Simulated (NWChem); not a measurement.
# One shape, several levels: C4H6 (SMILES C1=CCC1)

Wanted: a comparison of 6 runs (B3LYP/def2-SVP, BHLYP/def2-SVP, CAM-B3LYP/def2-SVP, M06-2X/def2-SVP, PBE0/def2-SVP, wB97X/def2-SVP) of C4H6. 

Program for the calculation: NWChem 7.3.0.

## (1) The system as given

The species is C4H6 (10 atoms), meant as a singlet with charge 0. SMILES: `C1=CCC1`. Geometry: relaxed at PBE0-D4/def2-TZVP.

Bond lengths: C1–C2 1.334 Å, C2–C3 1.508 Å, C1–C4 1.508 Å, C3–C4 1.558 Å, C1–H5 1.084 Å, C2–H6 1.084 Å, C3–H7 1.093 Å, C3–H8 1.094 Å, C4–H9 1.093 Å, C4–H10 1.094 Å. Some angles: C1–C2–C3 94.3°, C2–C1–C4 94.3°, C2–C3–C4 85.7°, C1–C4–C3 85.7°, C1–C2–H6 133.5°, C3–C2–H6 132.2°, C2–C1–H5 133.5°, C4–C1–H5 132.2°, C2–C3–H7 115.8°, C2–C3–H8 115.8°.

## (2) Energy and forces at B3LYP/def2-SVP (run 1)

a.nw reads:

```
start a
memory stack 880 mb heap 220 mb global 1100 mb
charge 0

geometry units angstroms noautosym nocenter noautoz
   C     -0.330000     1.010500    -0.386400
   C     -1.095000     0.121800     0.249600
   C      0.015700    -0.884200     0.415100
   C      0.909300     0.154000    -0.327900
   H     -0.516400     1.994800    -0.800900
   H     -2.137500     0.111500     0.547000
   H     -0.118800    -1.833400    -0.110700
   H      0.317500    -1.095900     1.444600
   H      1.737300     0.553600     0.264000
   H      1.301000    -0.184000    -1.291300
end

basis spherical bse
   * library def2-SVP
end

dft
   xc b3lyp
   grid xfine
   convergence energy 1e-08
   iterations 100
   mulliken
   print medium
end

task dft gradient
```

The run is started by

```console
$ nwchem a.nw > a.out
```

The program printed:

```text
[...]
          Wavefunction type:  closed shell.
          No. of atoms     :    10
          No. of electrons :    30
[...]
          Charge           :     0
          Spin multiplicity:     1
[...]
          AO basis - number of functions:    86
[...]
              XC Information
              --------------
                         B3LYP Method XC Potential
                     Hartree-Fock (Exact) Exchange  0.200
                        Slater Exchange Functional  0.800 local
                    Becke 1988 Exchange Functional  0.720 non-local
              Lee-Yang-Parr Correlation Functional  0.810
                  VWN I RPA Correlation Functional  0.190 local
[...]
 d= 0,ls=0.0,diis     1   -155.8266342374 -2.70D+02  1.06D-02  2.70D-01     3.1
[...]
 d= 0,ls=0.0,diis     8   -155.8609810770 -1.90D-09  1.47D-07  1.03D-10    21.8
         Total DFT energy =     -155.860981077035
      One electron energy =     -433.209995275154
           Coulomb energy =      187.565438368175
    Exchange-Corr. energy =      -23.911368163214
 Nuclear repulsion energy =      113.694943993158
[...]
  wavefunction    = closed shell
                         DFT ENERGY GRADIENTS
    atom               coordinates                        gradient
                 x          y          z           x          y          z
   1 C      -0.623610   1.909568  -0.730190   -0.002981  -0.005221   0.003320
   2 C      -2.069250   0.230169   0.471676    0.004743   0.003820  -0.003153
   3 C       0.029669  -1.670896   0.784425   -0.000107   0.000190  -0.000125
   4 C       1.718328   0.291018  -0.619641   -0.000272   0.000095   0.000090
   5 H      -0.975855   3.769625  -1.513482    0.001239  -0.006326   0.002650
   6 H      -4.039289   0.210704   1.033680    0.006720   0.000026  -0.001894
   7 H      -0.224499  -3.464624  -0.209193    0.000766   0.006165   0.002823
   8 H       0.599988  -2.070951   2.729898   -0.001778   0.001813  -0.006258
   9 H       3.283021   1.046152   0.498888   -0.005454  -0.002430  -0.003259
  10 H       2.458534  -0.347710  -2.440203   -0.002876   0.001869   0.005805
[...]
```

Run time: 27 s. Hardware: 1 thread of AMD EPYC 9R14 (Zen 4), shared host; peak memory 0.15 GiB.

## (3) Energy and forces at BHLYP/def2-SVP (run 2)

calc.xyz reads:

```xyz
10
C4H6 BHLYP
C     -0.330000     1.010500    -0.386400
C     -1.095000     0.121800     0.249600
C      0.015700    -0.884200     0.415100
C      0.909300     0.154000    -0.327900
H     -0.516400     1.994800    -0.800900
H     -2.137500     0.111500     0.547000
H     -0.118800    -1.833400    -0.110700
H      0.317500    -1.095900     1.444600
H      1.737300     0.553600     0.264000
H      1.301000    -0.184000    -1.291300
```

run.py reads:

```python
from ase.io import read
from ase.calculators.nwchem import NWChem

system = read('calc.xyz')

calc = NWChem(
    label='calc',
    theory='dft',
    memory='2200 mb',
    basis='def2-SVP',
    basispar='spherical bse',
    dft={'xc': 'bhlyp', 'mult': '1', 'grid': 'xfine', 'convergence': 'energy 1e-08', 'iterations': '100', 'mulliken': None},
)
system.calc = calc

forces = system.get_forces()
print("Total energy (eV):", round(system.get_potential_energy(), 6))
print("forces (eV/A):")
for s, f in zip(system.symbols, forces):
    print(f"{s:2s} {f[0]:10.5f} {f[1]:10.5f} {f[2]:10.5f}")
print("dipole (e A):", system.get_dipole_moment().round(4))
```

The run is started by

```console
$ export ASE_NWCHEM_COMMAND="nwchem PREFIX.nwi > PREFIX.nwo"
$ python run.py
```

The program printed:

```text
Total energy (eV): -4238.334424
forces (eV/A):
C    -0.10233   -0.11097    0.08089
C     0.09626    0.11606   -0.08140
C     0.03836    0.05286   -0.03240
C    -0.04381   -0.04772    0.03188
H    -0.01759    0.04355   -0.01563
H    -0.04859    0.00843    0.00941
H    -0.00694   -0.05214   -0.01255
H     0.00879   -0.02288    0.04427
H     0.04669    0.01969    0.01574
H     0.02916   -0.00684   -0.04016
dipole (e A): [ 0.0195 -0.0155  0.0019]
```

The calculator wrote calc.nwi:

```
title "calc"

permanent_dir calc

scratch_dir calc

start calc

geometry units angstrom nocenter noautosym noautoz
  C  -3.3000000000000002e-01 1.0105000000000000e+00 -3.8640000000000002e-01
  C  -1.0950000000000000e+00 1.2180000000000001e-01 2.4959999999999999e-01
  C  1.5699999999999999e-02 -8.8419999999999999e-01 4.1510000000000002e-01
  C  9.0930000000000000e-01 1.5400000000000000e-01 -3.2790000000000002e-01
  H  -5.1639999999999997e-01 1.9947999999999999e+00 -8.0089999999999995e-01
  H  -2.1375000000000002e+00 1.1150000000000000e-01 5.4700000000000004e-01
  H  -1.1880000000000000e-01 -1.8333999999999999e+00 -1.1070000000000001e-01
  H  3.1750000000000000e-01 -1.0959000000000001e+00 1.4446000000000001e+00
  H  1.7373000000000001e+00 5.5359999999999998e-01 2.6400000000000001e-01
  H  1.3009999999999999e+00 -1.8400000000000000e-01 -1.2912999999999999e+00
end

memory 2200 mb

basis spherical bse noprint
   * library def2-SVP
end

dft
  xc bhlyp
  mult 1
  grid xfine
  convergence energy 1e-08
  iterations 100
  mulliken
end

task dft gradient
```

calc.nwo:

```text
Northwest Computational Chemistry Package (NWChem) 7.3.0
             --------------------------------------------------------

           Job information
           ---------------

    nwchem branch   = 7.3.0
    use scalapack   = T
    input           = calc.nwi
    prefix          = calc.
    data base       = calc/calc.db
    status          = startup
    nproc           =        1

           Memory information
           ------------------

    heap     =     72089594 doubles =      550.0 Mbytes
    stack    =     72089599 doubles =      550.0 Mbytes
    global   =    144179200 doubles =     1100.0 Mbytes (distinct from heap & stack)
    total    =    288358393 doubles =     2200.0 Mbytes
    verify   = yes
    hardfail = no

[... 109 lines left out ...]
  convergence criterion.
[... 38 lines left out ...]
          Spatial weights used:  Erf1
[... 68 lines left out ...]
         Total DFT energy =     -155.755918489648
[... 3 lines left out ...]
 Nuclear repulsion energy =      113.694943993158
[... 680 lines left out ...]
          Convergence on gradient requested:  5.00D-04
[... 25 lines left out ...]
          total energy or number of iterations.
[... 26 lines left out ...]
                         DFT ENERGY GRADIENTS

    atom               coordinates                        gradient
                 x          y          z           x          y          z
   1 C      -0.623610   1.909568  -0.730190    0.001990   0.002158  -0.001573
   2 C      -2.069250   0.230169   0.471676   -0.001872  -0.002257   0.001583
   3 C       0.029669  -1.670896   0.784425   -0.000746  -0.001028   0.000630
[... 6 lines of this table left out ...]
  10 H       2.458534  -0.347710  -2.440203   -0.000567   0.000133   0.000781

                 ----------------------------------------
                 |  Time  |  1-e(secs)   |  2-e(secs)   |
                 ----------------------------------------
                 |  CPU   |       0.01   |       1.03   |
                 ----------------------------------------
                 |  WALL  |       0.01   |       1.03   |
                 ----------------------------------------

 Task  times  cpu:       26.0s     wall:       26.0s
 Total times  cpu:       26.0s     wall:       26.0s
```

It took 27 s on 1 thread of AMD EPYC 9R14 (Zen 4), shared host; peak memory 0.15 GiB.

Runs 3 to 5 aren't shown in full; the table further down has their settings and results.

## (4) Energy and gradient at wB97X/def2-SVP (run 6)

job.xyz reads:

```xyz
10
C4H6 wB97X
C     -0.330000     1.010500    -0.386400
C     -1.095000     0.121800     0.249600
C      0.015700    -0.884200     0.415100
C      0.909300     0.154000    -0.327900
H     -0.516400     1.994800    -0.800900
H     -2.137500     0.111500     0.547000
H     -0.118800    -1.833400    -0.110700
H      0.317500    -1.095900     1.444600
H      1.737300     0.553600     0.264000
H      1.301000    -0.184000    -1.291300
```

run.py reads:

```python
from ase.io import read
from ase.calculators.nwchem import NWChem

molecule = read('job.xyz')

calc = NWChem(
    label='job',
    theory='dft',
    memory='2200 mb',
    basis='def2-SVP',
    basispar='spherical bse',
    dft={'xc': 'wb97x', 'mult': '1', 'grid': 'xfine', 'convergence': 'energy 1e-08', 'iterations': '100', 'mulliken': None},
)
molecule.calc = calc

forces = molecule.get_forces()
e = molecule.get_potential_energy()
print(f"E = {e:.6f} eV")
print("forces (eV/A):")
for s, f in zip(molecule.symbols, forces):
    print(f"{s:2s} {f[0]:10.5f} {f[1]:10.5f} {f[2]:10.5f}")
print("dipole (e A):", molecule.get_dipole_moment().round(4))
```

The run is started by

```console
$ export ASE_NWCHEM_COMMAND="nwchem PREFIX.nwi > PREFIX.nwo"
$ python run.py
```

The program printed:

```text
E = -4240.038595 eV
forces (eV/A):
C     0.08922   -0.04587   -0.00370
C     0.06587   -0.07672    0.01846
C     0.07374    0.20183   -0.11292
C    -0.18954   -0.10917    0.10182
H    -0.06654    0.33106   -0.13822
H    -0.35204    0.00026    0.09842
H    -0.04350   -0.27012   -0.14573
H     0.07842   -0.06130    0.28966
H     0.23407    0.11807    0.16327
H     0.11035   -0.08798   -0.27115
dipole (e A): [ 0.025  -0.0198  0.0024]
```

The calculator wrote job.nwi:

```
title "job"

permanent_dir job

scratch_dir job

start job

geometry units angstrom nocenter noautosym noautoz
  C  -3.3000000000000002e-01 1.0105000000000000e+00 -3.8640000000000002e-01
  C  -1.0950000000000000e+00 1.2180000000000001e-01 2.4959999999999999e-01
  C  1.5699999999999999e-02 -8.8419999999999999e-01 4.1510000000000002e-01
  C  9.0930000000000000e-01 1.5400000000000000e-01 -3.2790000000000002e-01
  H  -5.1639999999999997e-01 1.9947999999999999e+00 -8.0089999999999995e-01
  H  -2.1375000000000002e+00 1.1150000000000000e-01 5.4700000000000004e-01
  H  -1.1880000000000000e-01 -1.8333999999999999e+00 -1.1070000000000001e-01
  H  3.1750000000000000e-01 -1.0959000000000001e+00 1.4446000000000001e+00
  H  1.7373000000000001e+00 5.5359999999999998e-01 2.6400000000000001e-01
  H  1.3009999999999999e+00 -1.8400000000000000e-01 -1.2912999999999999e+00
end

memory 2200 mb

basis spherical bse noprint
   * library def2-SVP
end

dft
  xc wb97x
  mult 1
  grid xfine
  convergence energy 1e-08
  iterations 100
  mulliken
end

task dft gradient
```

job.nwo:

```text
Northwest Computational Chemistry Package (NWChem) 7.3.0
             --------------------------------------------------------

           Job information
           ---------------

    nwchem branch   = 7.3.0
    use scalapack   = T
    input           = job.nwi
    prefix          = job.
    data base       = job/job.db
    status          = startup
    nproc           =        1

           Memory information
           ------------------

    heap     =     72089596 doubles =      550.0 Mbytes
    stack    =     72089601 doubles =      550.0 Mbytes
    global   =    144179200 doubles =     1100.0 Mbytes (distinct from heap & stack)
    total    =    288358397 doubles =     2200.0 Mbytes
    verify   = yes
    hardfail = no

[... 110 lines left out ...]
  convergence criterion.
[... 45 lines left out ...]
          Spatial weights used:  Erf1
[... 68 lines left out ...]
         Total DFT energy =     -155.818545619524
[... 3 lines left out ...]
 Nuclear repulsion energy =      113.694943993158
[... 678 lines left out ...]
          Convergence on gradient requested:  5.00D-04
[... 31 lines left out ...]
          total energy or number of iterations.
[... 32 lines left out ...]
                         DFT ENERGY GRADIENTS

    atom               coordinates                        gradient
                 x          y          z           x          y          z
   1 C      -0.623610   1.909568  -0.730190   -0.001735   0.000892   0.000072
   2 C      -2.069250   0.230169   0.471676   -0.001281   0.001492  -0.000359
   3 C       0.029669  -1.670896   0.784425   -0.001434  -0.003925   0.002196
[... 6 lines of this table left out ...]
  10 H       2.458534  -0.347710  -2.440203   -0.002146   0.001711   0.005273

                 ----------------------------------------
                 |  Time  |  1-e(secs)   |  2-e(secs)   |
                 ----------------------------------------
                 |  CPU   |       0.01   |      13.85   |
                 ----------------------------------------
                 |  WALL  |       0.01   |      13.85   |
                 ----------------------------------------

 Task  times  cpu:       67.4s     wall:       67.4s
 Total times  cpu:       67.5s     wall:       67.5s
```

It took 68 s on 1 thread of AMD EPYC 9R14 (Zen 4), shared host; peak memory 0.15 GiB.

## (5) All runs side by side

| run | level | energy (Eh) | dipole moment (D) | HOMO energy (eV) | LUMO energy (eV) | wall time |
| --- | --- | --- | --- | --- | --- | --- |
| 1 | B3LYP/def2-SVP | -155.860981 | 0.15 | -6.87 | 0.46 | 27 s |
| 2 | BHLYP/def2-SVP | -155.755918 | 0.12 | -8.10 | 1.89 | 27 s |
| 3 | CAM-B3LYP/def2-SVP | -155.761436 | 0.14 | -8.43 | 1.93 | 58 s |
| 4 | M06-2X/def2-SVP | -155.775565 | 0.16 | -8.33 | 1.63 | 40 s |
| 5 | PBE0/def2-SVP | -155.670150 | 0.17 | -7.14 | 0.66 | 27 s |
| 6 | wB97X/def2-SVP | -155.818546 | 0.15 | -9.50 | 2.96 | 68 s |

## (6) Results

| quantity | value |
| --- | --- |
| run 6: total energy | -155.81855 Eh |
| run 6: dipole moment | 0.15 D |
| run 6: HOMO energy | -9.50 eV |
| run 6: LUMO energy | 2.96 eV |
| run 6: HOMO–LUMO gap | 12.46 eV |
| run 6: largest force on an atom | 0.366 eV/Å |

**Reading.** The dipole moment (its size) runs from 0.12 D (BHLYP/def2-SVP) to 0.17 D (PBE0/def2-SVP). The HOMO–LUMO gap runs from 7.33 eV (B3LYP/def2-SVP) to 12.46 eV (wB97X/def2-SVP). Totals of different functionals can't be ranked against each other. All runs together took 4.1 min, the longest 68 s.
